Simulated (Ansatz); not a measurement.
The system is HfO2.

```
Hf O
1.0
     5.21946    0.00000    0.00000
     0.00000    5.00476    0.00000
     0.00000    0.00000    5.03269
Hf O
4 8
Direct
  0.96699 0.73252 0.74144
  0.53301 0.73252 0.24144
  0.46699 0.26748 0.74144
  0.03301 0.26748 0.24144
  0.63213 0.92865 0.87927
  0.86787 0.92865 0.37927
  0.23395 0.53988 0.49229
  0.26605 0.53988 0.99229
  0.76605 0.46012 0.99229
  0.73395 0.46012 0.49229
  0.13213 0.07135 0.87927
  0.36787 0.07135 0.37927
```

Measurements of this composition are mostly on another form, of space group No. 14.

- Program: Ansatz 0.2.0
- Task: relaxation of cell and atoms
- Functional: PBEsol
- Potentials or basis: Ansatz PAW
- Cutoff: 420 eV (not typed: the program's choice for these potentials)
- k mesh: 4 × 5 × 4
- Occupations: fermi-dirac, width 0.05 eV
- Spin: no spin polarisation
- Hubbard terms: Hf d U = 2 eV

At the start: volume 10.96 Å³/atom.

Problem. Where does the relaxation end?

Solution. It ends after 9 steps and the volume is 11.15 Å³/atom (+1.8 %); space group Pca2_1 (No. 29, to 0.05 Å).

Step by step:
| step | energy change (eV) | largest force (eV/Å) | volume (Å³) |
| --- | --- | --- | --- |
| 1 | 0.0000 | 0.1136 | 131.46 |
| 2 | -0.0163 | 0.0547 | 134.18 |
| 3 | -0.0205 | 0.0584 | 133.76 |
| 4 | -0.0215 | 0.0289 | 133.66 |
| 5 | -0.0212 | 0.0191 | 133.77 |
| 6 | -0.0214 | 0.0102 | 133.74 |
| 7 | -0.0348 | 0.0095 | 133.74 |
| 8 | -0.0344 | 0.0002 | 133.84 |
| 9 | -0.0347 | 0.0002 | 133.84 |

Final structure:
```
Hf O
1.0
     5.24311    0.00000    0.00000
     0.00000    5.04116    0.00000
     0.00000    0.00000    5.06366
Hf O
4 8
Cartesian
  5.0717 3.6948 3.7500
  2.7930 3.6948 1.2182
  2.4501 1.3464 3.7500
  0.1715 1.3464 1.2182
  3.3233 4.6853 4.4652
  4.5413 4.6853 1.9334
  1.2288 2.7173 2.4843
  1.3928 2.7173 5.0161
  4.0143 2.3239 5.0161
  3.8504 2.3239 2.4843
  0.7018 0.3558 4.4652
  1.9198 0.3558 1.9334
```

Caveat: the plane-wave basis is chosen anew once the cell has moved, so the energies of steps on either side of that aren't comparable; the pressure holds a Pulay correction of +0.9 GPa for the finite cutoff; the PAW data sets come from PBE, with cores solved anew for the run's functional, which leaves a small shift of forces and pressure.
